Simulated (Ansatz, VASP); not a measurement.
# KCl: VASP beside Ansatz

POSCAR

```
KCl
1.0
    3.8203700000      0.0027100000      0.0099800000
    0.0027100000      3.7874000000      0.0155800000
    0.0099800000      0.0155800000      3.9484100000
K Cl
1 1
Direct
    0.0006200000      0.0091300000      0.0065800000
    0.5198300000      0.5192000000      0.4821200000
```

INCAR.step1

```
SYSTEM = KCl
ALGO = Normal ; EDIFF = 1E-4
ENCUT = 520 ; GGA = PE
ISMEAR = 0 ; LASPH = .True.
LCHARG = .False. ; LREAL = .False.
LWAVE = .True. ; NBANDS = 15
NELM = 60 ; PREC = Accurate
SIGMA = 0.01
```

Contents of INCAR.step2:

```
SYSTEM = KCl
ALGO = Normal ; EDIFF = 1E-8
ENCUT = 520 ; ISIF = 2
ISMEAR = 0 ; ISTART = 1
LASPH = .True. ; LCHARG = .False.
LEFG = .True. ; LMIXTAU = .True.
LREAL = .False. ; LWAVE = .False.
METAGGA = R2SCAN ; NBANDS = 15
NELM = 60 ; PREC = Accurate
SIGMA = 0.01
```

File KPOINTS:

```
k-points
0
Gamma
  3 3 3
  0 0 0
```

Input for Ansatz:

```yaml
crystal:
  lattice:
    - [3.82037, 0.00271, 0.00998]
    - [0.00271, 3.7874, 0.01558]
    - [0.00998, 0.01558, 3.94841]
  atoms:
    - { symbol: K, position: [0.00062, 0.00913, 0.00658] }
    - { symbol: Cl, position: [0.51983, 0.5192, 0.48212] }
basis:
  ecutwfc: 503.410645550778
kpoints:
  mp_grid:
    grid: [3, 3, 3]
hamiltonian:
  xc: r2scan
scf:
  occupations:
    method: fixed
output:
  dos:
    de: 0.1
    projected: true
  efg: {}
  eigenvalues: true
```

The cell comes from a database or a generator and needn't be the stable form of this composition.

Alike in both runs: task electric field gradients; functional r2SCAN; k mesh 3 × 3 × 3; no spin polarisation.

|  | VASP | Ansatz |
| --- | --- | --- |
| version | VASP 6.6.1 | Ansatz 0.2.0 |
| potentials or method | VASP PAW PBE potentials, release 64 (K_sv, Cl) | plane waves, PAW |
| plane-wave cutoff (eV) | 520 | 503 |
| occupations | gaussian, width 0.01 eV | fixed |
| valence electrons in the cell | 16 | 16 |

|  | VASP | Ansatz | Ansatz less VASP |
| --- | --- | --- | --- |
| gap on the k mesh at the Fermi level (eV) | 5.50 | 5.49 | -0.005 |
| Vzz of the field gradient on the site that differs most (V/Å²) | 9.6 | 9.9 | +0.29 |

Caveats: the k mesh is coarse (spacing up to 0.55 Å⁻¹), so the values aren't converged; an odd mesh through Γ misses points on the zone boundary, where band edges often lie. r2SCAN opens gaps a little over a GGA but as a rule still falls short of measured ones.
